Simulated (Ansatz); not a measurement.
Wanted: the native input for an Ansatz 0.2.0 run.

```yaml
Task: band structure
Functional: LDA
Potentials_or_basis: all-electron LAPW, scalar-relativistic
Cutoff: 413 eV (chosen from the basis error)
Basis_error_allowed: 0.002 eV/atom
k_mesh: 9 × 9 × 5
Occupations: fermi-dirac, width 0.05 eV
Spin: no spin polarisation
```

The system is CuO.

```xyz
4
Lattice="2.8795 0.0000 0.0000 0.0391 2.8793 0.0000 0.0175 0.0172 5.1763" Properties=species:S:1:pos:R:3 pbc="T T T"
Cu    0.0195    1.4396    0.0000
Cu    1.4485    0.0086    2.5882
O     2.8881    0.0177    3.8817
O     0.0479    2.8788    1.2947
```

The cell comes from a database or a generator and needn't be the stable form of this composition.

The input as run:

input.yaml

```yaml
crystal:
  lattice:
    - [2.8795009639, 0.0, 0.0]
    - [0.039072758, 2.8792794796, 0.0]
    - [0.0174953863, 0.0172449008, 5.1763391994]
  atoms:
    - { symbol: Cu, position: [0.0, 0.5, 0.0] }
    - { symbol: Cu, position: [0.5, 0.0, 0.5] }
    - { symbol: O, position: [0.99842397, 0.00167178, 0.7498871] }
    - { symbol: O, position: [0.00157603, 0.99832822, 0.2501129] }
kpoints:
  mp_grid: { grid: [9, 9, 5] }
  band_path:
    path:
      - [0.0, 0.0, 0.0]
      - [0.5, 0.5, 0.0]
      - [0.5009280546, 0.5009280546, 0.4940215567]
      - [0.5, 0.5, 0.5]
      - [0.5075950467, 0.4924049533, 0.5]
    npoints: 8
scf:
  occupations: { method: fermi_dirac, width: 0.05 }
hamiltonian:
  xc: lda
  pseudopotentials: { kind: all_electron, lapw: { basis_error: 0.002 } }
output:
  forces: true
  stress: true
  eigenvalues: true
```

Potentials or basis: all-electron LAPW, scalar-relativistic.

Launch:

```sh
$ ansatz run input.yaml --threads 2 --pin off --max-ram 8192MiB --backend cpu --events-out ev --progress --plain --runs-dir out
```

It gave:

The pressure is -8.3 GPa, the largest force is 0.015 eV/Å and the band gap along the path is none (metal or under the smearing width).

Caveat: the run has no spin polarisation, though such a crystal can be magnetic; semilocal functionals often make such compounds metallic where correlation or magnetic order opens a gap, which also shifts bond lengths.

Wall time 77 s on 2 threads of Arm Neoverse V1 (shared host), peak memory 1.2 GiB.
